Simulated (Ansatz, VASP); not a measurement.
Al3Au: VASP and Ansatz over several settings

```
Au Al
1.0
    -2.01174    2.01174    4.02937
     2.01174   -2.01174    4.02937
     2.01174    2.01174   -4.02937
Au Al
1 3
Direct
  0.00000 0.00000 0.00000
  0.50000 0.50000 0.00000
  0.25000 0.75000 0.50000
  0.75000 0.25000 0.50000
```

Change from the starting cell: volume scaled by 0.98.

Single points on this cell with VASP 6.6.1 and Ansatz 0.2.0. Each row is one pair of runs. Alike in all rows: spin: off; k mesh: 9 × 9 × 9; smearing: fermi-dirac, width 0.05 eV; VASP's potentials, cutoff: VASP PAW PBE potentials, release 64 (Au, Al), 520 eV.

| level | Ansatz's potentials, cutoff | gap on the k mesh at the Fermi level (eV), VASP | gap on the k mesh at the Fermi level (eV), Ansatz | pressure (GPa), VASP | pressure (GPa), Ansatz | largest component of the traceless stress (GPa), VASP | largest component of the traceless stress (GPa), Ansatz |
| --- | --- | --- | --- | --- | --- | --- | --- |
| PBE | Ansatz PAW, 420 eV | ? | none | ? | 2.4 | ? | 0.31 |
| r2SCAN | Ansatz PAW, 500 eV | none | none | -1.2 | -0.8 | 0.18 | 0.19 |
| PBEsol | Ansatz PAW, 420 eV | none | none | -0.8 | -0.7 | 0.31 | 0.33 |

Q: Fill in what VASP gave in row 1.

A: gap on the k mesh at the Fermi level (eV): none; pressure (GPa): 2.3; largest component of the traceless stress (GPa): 0.30.

A gap of «none» marks a metal or a gap that the smearing closes.

Caveats: the PAW data sets were made with another functional, which shifts forces and pressure a little (VASP); the PAW data sets come from PBE, with cores solved anew for the run's functional, which leaves a small shift of forces and pressure (Ansatz).
